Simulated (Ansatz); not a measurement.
Set up this calculation in Ansatz 0.2.0, as the native input.

```
Task                  : relaxation of cell and atoms
Functional            : PBEsol
Potentials or basis   : Ansatz PAW
Cutoff                : 420 eV (not typed: the program's choice for these potentials)
k mesh                : 8 × 8 × 8
Occupations           : fermi-dirac, width 0.05 eV
Spin                  : no spin polarisation
Target pressure       : 20 GPa
Target pressure (GPa) : 20
```

The system is Ge.

```
CELL_PARAMETERS angstrom
0.00000 2.82891 2.82891
2.82891 0.00000 2.82891
2.82891 2.82891 0.00000
ATOMIC_POSITIONS crystal
Ge 0.75000 0.75000 0.75000
Ge 0.50000 0.50000 0.50000
```

One way to write it, as run:

input.yaml

```yaml
crystal:
  lattice:
    - [0.0, 2.82891, 2.82891]
    - [2.82891, 0.0, 2.82891]
    - [2.82891, 2.82891, 0.0]
  atoms:
    - { symbol: Ge, position: [0.75, 0.75, 0.75] }
    - { symbol: Ge, position: [0.5, 0.5, 0.5] }
hamiltonian:
  xc: pbesol
  pseudopotentials: { kind: paw }
kpoints:
  mp_grid: { grid: [8, 8, 8] }
scf:
  occupations: { method: fermi_dirac, width: 0.05 }
output:
  forces: true
  stress: true
  eigenvalues: true
relax:
  f_tol: 0.01
  max_steps: 40
  cell: { stress_tol: 0.05, p_target: 20.0 }
```

Potentials or basis: Ansatz PAW.

Command:

```sh
$ ansatz run input.yaml --threads 2 --pin off --max-ram 5632MiB --backend cpu --events-out ev --progress --plain --runs-dir out
```

Results of the run:

* Relaxed volume: 18.90 Å³/atom
* Relaxed cell: a = 3.767 Å, b = 3.767 Å, c = 3.767 Å, α = 60.00°, β = 60.00°, γ = 60.00°
* Space group after relaxing (to 0.05 Å): Fd-3m (No. 227)
* Energy change on relaxing (the enthalpy is what falls): +204.8 meV/atom
* Ionic steps: 6
* Pressure after relaxing: 20.0 GPa
* Band gap on the k mesh: 0.20 eV, indirect (least direct gap 1.72 eV)

Caveat: the volume moved by over 15 % at a fixed basis, so the end points are rough; the plane-wave basis is chosen anew once the cell has moved, so the energies of steps on either side of that aren't comparable; the PAW data sets come from PBE, with cores solved anew for the run's functional, which leaves a small shift of forces and pressure.

It took 4.5 s on 2 threads of Arm Neoverse V2, on a shared host, peak memory 0.31 GiB.
